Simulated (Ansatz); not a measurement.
Results of PBE+SOC (Ansatz, a first-principles code, plane waves, PAW) for zinc-blende InN (metastable phase).

Run with plane-wave cutoff 520 eV, 12×12×12 k mesh, Fermi–Dirac smearing 0.01 eV, PAW data made under PBE.

Energies at three volumes about the minimum:

```csv
V (Å³/atom),E − E_lowest (meV/atom)
15.753,2.54
16.075,0.00
16.396,2.35
```

Q: Fit a parabola by hand: where is the minimum, what lattice constant follows, and what is the bulk modulus?

A: Slopes: (0.00 − 2.54)/(16.075 − 15.753) = -7.888 and (2.35 − 0.00)/(16.396 − 16.075) = 7.321 meV/Å³. Curvature E″ = 2 × (7.321 − (-7.888))/(16.396 − 15.753) = 47.306 meV/Å⁶. From the middle of the first interval, the slope vanishes at V0 = 15.9140 − (-7.888)/47.306 = 16.081 Å³/atom. B = V0 E″ = 16.081 × 47.306 meV/Å³ × 0.1602 GPa per meV/Å³ = 122 GPa. With 8 atoms in the cube, a = (8 × 16.081)^(1/3) = 5.048 Å. The full Birch–Murnaghan fit to all volumes gives V0 = 16.075 Å³/atom and B0 = 122 GPa.

Measured, for comparison: lattice constant a 5.01 ± 0.01 Å (temperature not stated, not corrected to a static lattice, epilayer on 3C-SiC; as tabulated in Schörmann, As, Lischka, Schley, Goldhahn et al., Appl. Phys. Lett. 89, 261903 …).

Note: this level leaves the solid without a gap, although one is measured.
